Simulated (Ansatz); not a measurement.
An Ansatz input:

```yaml
crystal:
  lattice:
    - [2.668534903, 0.0, 0.0]
    - [0.0, 2.668534903, 0.0]
    - [0.0, 0.0, 2.668534903]
  atoms:
    - { symbol: Ti, position: [0.0, 0.0, 0.0] }
hamiltonian:
  xc: revpbe
  pseudopotentials:
    kind: paw
    azcp:
      Ti: "pseudopotentials/Ti.paw.azcp"
basis:
  ecutwfc: 420
  fft_grid_basis: typed
kpoints:
  mp_grid: { grid: [19, 19, 19], shift: [0, 0, 0] }
magnetization:
  spin_polarized: false
scf:
  occupations: { method: fermi_dirac, width: 0.1 }
```

and its output:

```
Engine: ansatz 0.2.0, aarch64-unknown-linux-gnu
Pseudopotentials: kind: paw
Pseudopotential: Ti, paw, valence charge 12, recommended cutoff 420 eV (normal) 
Functional definition: revPBE
  parameter kappa = 1.245
  parameter beta = 0.06672455060314922
  exchange = pbe_x(kappa = kappa, mu = beta*pi^2/3)
  correlation = pbe_c(beta = beta)
Crystal: 1 atoms, lattice volume = 19.003 Å³
Basis set: ecut = 420 eV, 365 PW (Γ)
Bands: 10, of which v1, the nominal top of the filled ones, is band 6 counted from 1 (5 counted from 0)
Symmetry: 48 space group operations
Space group: Pm-3m (ITA 221), of the structure as read, at distance tolerance 2.7e-5 Å
k-points: 220 of 6859
Non-local potential: Ti, projectors of the file, l = 0: 3, l = 1: 2, l = 2: 3, l = 3: 1
PAW form: soft (Blöchl's): semilocal exchange-correlation on the pseudo side does not see the compensation charge
PAW frozen core: Ti, regenerated for the run's functional, and the local potential with it (the file was generated under x = pbe(κ = 0.804, μ = 0.2195149727645171), c = pbe(β = 0.06672455060314922))
PAW one-centre angular grid: Ti, 590 points (default); XC on 64 Gauss nodes
Initial density: superposition of atomic densities (neutral atoms: chi_scale 0, normalization atom), corrected by the library's trained network
Initial wavefunctions: pseudopotential atomic-orbital guess
Functional: x = revpbe(κ = 1.245, μ = 0.2195149727645171), c = pbe(β = 0.06672455060314922)
SCF iter   1: F=—  HF=-2501.981006 eV  |F-HF|=—  |Δ(HF+E_count)|=         —  Δρ=6.16e-3  dr2=6.48e-3  ethr=1.77e-3  ⟨swp⟩=4.6  Hψ=12140  notcnv=0
SCF iter   2: F=—  HF=-2501.979698 eV  |F-HF|=—  |Δ(HF+E_count)|=   1.31e-3  Δρ=2.32e-3  dr2=7.76e-4  ethr=5.40e-5  ⟨swp⟩=2.0  Hψ=4538  notcnv=0
SCF iter   3: F=—  HF=-2501.979655 eV  |F-HF|=—  |Δ(HF+E_count)|=   4.26e-5  Δρ=5.47e-4  dr2=2.69e-5  ethr=6.47e-6  ⟨swp⟩=2.1  Hψ=2671  notcnv=0
SCF iter   4: F=—  HF=-2501.979667 eV  |F-HF|=—  |Δ(HF+E_count)|=   1.11e-5  Δρ=6.58e-5  dr2=7.00e-7  ethr=2.24e-7  ⟨swp⟩=2.0  Hψ=2713  notcnv=0
iter 5 did not close the SCF: its close was put off for the readings that it lacked (scf_convergence_deferred on its scf_iter line)
SCF iter   5: F=-2501.979667 eV  HF=-2501.979667 eV  |F-HF|=2.44e-8  |Δ(HF+E_count)|=   3.13e-7  Δρ=1.46e-5  dr2=3.35e-8  ethr=5.84e-9  ⟨swp⟩=3.0  Hψ=3601  notcnv=0
SCF iter   6: F=-2501.979667 eV  HF=-2501.979667 eV  |F-HF|=4.45e-10  |Δ(HF+E_count)|=   7.01e-9  Δρ=1.82e-6  dr2=5.72e-10  ethr=2.79e-10  ⟨swp⟩=1.0  Hψ=6211  notcnv=0
SCF 1 converged in 6 iterations: F = -2501.979667 eV  dr2 = 5.72e-10
SCF converged after 6 iterations
Free energy (F): -2501.979667 eV
Harris-Foulkes:  -2501.979667 eV  (|F-HF|=4.45e-10)
Internal energy: -2501.905591 eV  (E = F + TS)
E sigma→0 (E₀):  -2501.942629 eV
Entropy (-TS):   -0.074076 eV (-74.076 meV/atom)
Fermi energy:    11.919578 eV
--- Per-component energies (eV) ---
  E_band       = -172.149156
  E_kinetic    = 273.287081
  E_local      = -905.595133  (includes V_loc(G=0)·N_el)
  E_nonlocal   = 9.420650
  E_hartree    = 372.189551
  E_xc         = -97.078159
  E_vxc        = -121.209941  (∫ρ·V_xc dr)
  E_paw        = -1051.750092  (= ΣΔE_a)
  E_vpaw       = -172.430121  (= ΣTr[D̂ρ^β])
  E_aug_tail   = 0.000119  (compensation charges beyond the density's cutoff)
  E_ewald      = -1102.341813
  E_core_change = -0.037795  (= ΣΔE_core)
  E_smearing   = -0.074076  (= −TS)
  E_closure    = 0.000000  (closes the sum)
  Σ components = -2501.979667   (vs F -2501.979667, Δ=0.00e0)
```
